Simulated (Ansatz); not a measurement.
Space group C2/m (No. 12). a = 9.649 Å, b = 4.008 Å, c = 5.777 Å, α = 90.00°, β = 108.75°, γ = 90.00°
```
atom site symmetry x y z
  Li    4i m  0.7112  0.0000  0.3433
  Li    4i m  0.6906  0.0000  0.8621
  Li    2c       2/m  0.0000  0.0000  0.5000
  Nb    2a       2/m  0.0000  0.0000  0.0000
   O    4i m  0.8536  0.0000  0.1738
   O    4i m  0.8423  0.0000  0.6818
   O    2b       2/m  0.0000  0.5000  0.0000
```

Equation of state of this Li5NbO5 structure (not necessarily the ground state), with shape and atoms relaxed at each volume where symmetry leaves them free. Theory: Ansatz, DFT PBEsol, scalar-relativistic, plane waves, PAW.

Settings: cutoff 420 eV, Γ-centred mesh 6×6×4 on the computed 11-atom cell, Gaussian smearing of 0.02 eV; no spin polarisation.

| V (Å³/atom) | E − E(largest V) (meV/atom) | P (GPa) | gap on mesh (eV) |
| --- | --- | --- | --- |
| 9.039 | 2.03 | 7.04 | 3.17 |
| 9.327 | -7.15 | 3.25 | 3.20 |
| 9.615 | -9.98 | -0.02 | 3.19 |
| 9.904 | -7.34 | -2.85 | 3.16 |
| 10.192 | 0.00 | -5.29 | 3.13 |

**Question.** Fit a third-order Birch–Murnaghan equation to E(V).

**Answer.** V0 = 9.61 Å³/atom, B0 = 101 GPa, B0' = 4.0.

The gaps are read on the mesh, which can miss the band edges, so they can be too wide.